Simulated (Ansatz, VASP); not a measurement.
# AlN in VASP and in Ansatz

File POSCAR:

```
AlN
1.0
    0.0000000000      2.0592458391      1.9894038362
    2.0592458391      0.0000000000      1.9894038362
    2.0592458391      2.0592458391      0.0000000000
Al N
1 1
Direct
    0.0000000000      0.0000000000      0.0000000000
    0.5000000000      0.5000000000      0.5000000000
```

Contents of INCAR.step1:

```
PREC = Accurate
ENCUT = 520
ISMEAR = 0
SIGMA = 0.01
LREAL = F
LASPH = T
NELM = 60
NBANDS = 11
GGA = PE
ALGO = Normal
EDIFF = 1E-4
LWAVE = T
LCHARG = F
```

INCAR.step2

```
PREC = Accurate
ENCUT = 520
EDIFF = 1E-7
ISMEAR = 0
SIGMA = 0.01
LREAL = F
LASPH = T
NELM = 60
ALGO = Normal
ISIF = 2
LWAVE = F
LCHARG = T
METAGGA = R2SCAN
LMIXTAU = T
LELF = T
LVHAR = T
NBANDS = 11
ISTART = 1
```

File KPOINTS:

```
Automatic mesh
0
Gamma
  10 10 10
```

Input for Ansatz:

```yaml
crystal:
  lattice:
    - [0.0, 2.0592458391, 1.9894038362]
    - [2.0592458391, 0.0, 1.9894038362]
    - [2.0592458391, 2.0592458391, 0.0]
  atoms:
    - { symbol: Al, position: [0.0, 0.0, 0.0] }
    - { symbol: "N", position: [0.5, 0.5, 0.5] }
kpoints:
  mp_grid: { grid: [10, 10, 10] }
  band_path:
    path:
      - [0.0, 0.0, 0.0]
      - [0.5, 0.0, 0.5]
      - [0.625, 0.25, 0.625]
      - [0.375, 0.375, 0.75]
      - [0.5, 0.5, 0.5]
      - [0.5, 0.25, 0.75]
      - [0.5, 0.5, 0.0]
    npoints: 1
hamiltonian:
  xc: r2scan
scf:
  occupations: { method: fixed }
  n_extra_bands: 4
output:
  forces: true
  stress: true
  eigenvalues: true
```

Change from the starting cell: epitaxial_xy strain +2.0%.

Alike in both runs: task single point; functional r2SCAN; k mesh 10 × 10 × 10; no spin polarisation.

|  | VASP | Ansatz |
| --- | --- | --- |
| version | VASP 6.6.1 | Ansatz 0.2.0 |
| potentials or method | VASP PAW PBE potentials, release 64 (Al, N) | plane waves, PAW |
| plane-wave cutoff (eV) | 520 | 500 |
| occupations | gaussian, width 0.01 eV | fixed |
| valence electrons in the cell | 8 | 8 |

Ansatz gave:

| Quantity | Value |
| --- | --- |
| gap on the k mesh at the Fermi level (eV) | 5.00 |
| pressure (GPa) | -6.0 |
| largest component of the traceless stress (GPa) | 5.97 |

Q: Estimate VASP's values.

A: gap on the k mesh at the Fermi level (eV): 5.01; pressure (GPa): -6.8; largest component of the traceless stress (GPa): 6.09.

Caveats: the PAW data sets were made with another functional, which shifts forces and pressure a little (VASP). A k mesh can miss the band edges.
